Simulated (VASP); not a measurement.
A run of VASP 6.6.1:

Contents of INCAR:

```
SYSTEM = EuS
ALGO = Normal
EDIFF = 1E-6
ENCUT = 520
GGA = PE
ISIF = 2
ISMEAR = 0
ISPIN = 2
LASPH = .True.
LCHARG = .True.
LDAU = .True.
LDAUJ = 0 0
LDAUL = 3 -1
LDAUPRINT = 1
LDAUTYPE = 2
LDAUU = 5 0
LELF = .True.
LMAXMIX = 6
LORBIT = 11
LREAL = .False.
LVHAR = .True.
LWAVE = .False.
MAGMOM = 7 0
NBANDS = 22
NELM = 150
PREC = Accurate
SIGMA = 0.02
```

File KPOINTS:

```
k-points
0
Gamma
  10 10 10
  0 0 0
```

File POSCAR:

```
EuS
1.0
    0.0000000000      2.9785000000      2.9785000000
    2.9785000000      0.0000000000      2.9785000000
    2.9785000000      2.9785000000      0.0000000000
Eu S
1 1
Direct
    0.0000000000      0.0000000000      0.0000000000
    0.5000000000      0.5000000000      0.5000000000
```

Potentials or basis: VASP PAW PBE potentials, release 64 (Eu, S).

The run is started by

```console
$ cat potpaw_PBE.64/Eu/POTCAR potpaw_PBE.64/S/POTCAR > POTCAR
$ mpirun -np 1 vasp_std > vasp.out
```

Hardware: 1 thread of AMD EPYC 7R43 64-Core Processor (Zen 3) (shared host).

**Question.** Estimate the wall time of this run.

**Answer.** Wall time 2.3 min on 1 thread of AMD EPYC 7R43 64-Core Processor (Zen 3), with other jobs on the host, peak memory 0.24 GiB. Counts: scf iterations 17, k points 47.
